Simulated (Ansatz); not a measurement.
**V: levels along high-symmetry lines**

```xyz
1
Lattice="-1.5130 1.5130 1.5130 1.5130 -1.5130 1.5130 1.5130 1.5130 -1.5130" Properties=species:S:1:pos:R:3 pbc="T T T"
V     0.0000    0.0000    0.0000
```

The cell comes from COD entry 7101267, which wasn't checked; take it as a given geometry.

The calculation used Ansatz 0.2.0, DFT, PBE, all-electron LAPW, scalar-relativistic.

Numerical set-up: a Γ-centred 15×15×15 k mesh, Fermi–Dirac smearing of 0.03 eV, basis error target 1 meV/atom, spin-polarised from start moments V 1.5 μB (the moments died away, and the run ended non-magnetic).

Points in fractions of the reciprocal vectors of this cell: Γ (0, 0, 0), H (0.5, -0.5, 0.5), N (0, 0, 0.5), P (0.25, 0.25, 0.25). The path joins them by straight lines in the order Γ–H–N–Γ–P–H–P–N; legs that retrace an earlier one aren't tabulated. Energies are in eV from the Fermi level.

(1) List the levels at Γ between -14 and 8 eV.

(2) List the levels at P between -14 and 8 eV.

(3) List the levels at H between -14 and 8 eV.

(4) What is the band gap?

Answers

(1) -6.54, 0.41 (×3), 2.35 (×2).

(2) -1.09 (×3), 2.76 (×2).

(3) -2.87 (×2), 3.60 (×3).

(4) none: bands cross the Fermi level, a metal.
